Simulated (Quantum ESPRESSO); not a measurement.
## SrCl2: zone-centre phonons under several settings

```
CELL_PARAMETERS angstrom
0.00000 3.48835 3.48835
3.48835 0.00000 3.48835
3.48835 3.48835 0.00000
ATOMIC_POSITIONS crystal
Sr 0.00000 0.00000 0.00000
Cl 0.75000 0.75000 0.75000
Cl 0.25000 0.25000 0.25000
```

All runs used Quantum ESPRESSO 7.5; k mesh 2 × 2 × 2, shifted; relaxed cell; no spin polarisation; cutoff 925 eV; occupations smeared at first, fixed for the response.

| level | potentials | volume (Å³/atom) | lowest optical mode without the field (cm⁻¹) | highest optical mode without the field (cm⁻¹) | sum of the Born charges (e) |
| --- | --- | --- | --- | --- | --- |
| LDA | PseudoDojo 0.4.1 SR LDA standard | ? | ? | ? | ? |
| PBE | PseudoDojo 0.4.1 SR PBE standard | 29.00 | 127 | 173 | 0.11 |
| AM05 | PseudoDojo 0.4.1 SR PBE standard | 28.11 | 131 | 175 | 0.12 |
| WC | PseudoDojo 0.4.1 SR PBE standard | 27.43 | 142 | 183 | 0.14 |
| PW91 | PseudoDojo 0.4.1 SR PBE standard | 28.86 | 127 | 172 | 0.11 |
| vdW-DF-cx | PseudoDojo 0.4.1 SR PBE standard | 27.73 | 144 | 186 | 0.12 |

Task: What stands in the row left open?

Result: Volume 26.11 Å³/atom; lowest optical mode without the field 157 cm⁻¹; highest optical mode without the field 195 cm⁻¹; sum of the Born charges 0.17 e.

Caveats: all runs use coarse meshes; the potentials were made for another functional, which shifts forces and pressure (some runs).

For the row left open. Caveat: the k mesh is coarse (spacing up to 0.78 Å⁻¹), so the values aren't converged; the mesh is thin for the dielectric tensor, Born charges and intensities, which usually come out too large; the Born charges break their sum rule by 0.17 e, a sign of too thin a mesh.
